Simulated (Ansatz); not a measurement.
## Relativistic treatment of CaO

```xyz
2
Lattice="0.0000 2.6218 2.6218 2.6218 0.0000 2.6218 2.6218 2.6218 0.0000" Properties=species:S:1:pos:R:3 pbc="T T T"
Ca    0.0000    0.0000    0.0000
O     1.3109    1.3109    1.3109
```

Atom numbers follow the list: Ca1, O2.

The conventional cell has a = 5.244 Å, b = 5.244 Å, c = 5.244 Å, α = 90.00°, β = 90.00°, γ = 90.00°. Ca (atom 1) has 4 O at 2.27 Å as nearest neighbours. O (atom 2) has 4 Ca at 2.27 Å as nearest neighbours.

The structure comes from a relaxation in the same program, started in the zincblende type, and has space group F-43m. Whether it is a known phase or the ground state wasn't checked.

One fixed cell is solved with PBE by full-potential LAPW in Ansatz 0.2.0 under different relativistic treatments. Pressure is positive in compression.

Numerical set-up: a Γ-centred 11×11×11 k mesh, Fermi–Dirac smearing of 0.05 eV, basis error target 0.25 meV/atom, no spin polarisation.

```
            setting  P (GPa)  gap over the k mesh and a high-symmetry path (eV)  lowest level at Γ above −25 eV, from the valence-band top or, without a gap, the Fermi level (eV)
scalar-relativistic     0.00                                               3.27                                                                                             -18.17
   non-relativistic        ?                                                  ?                                                                                             -18.16
```

(1) Give the missing entry: row "non-relativistic", column "P (GPa)".

(2) Fill in "gap over the k mesh and a high-symmetry path (eV)" for the row "non-relativistic".

Results:

(1) 0.09.

(2) 3.33.
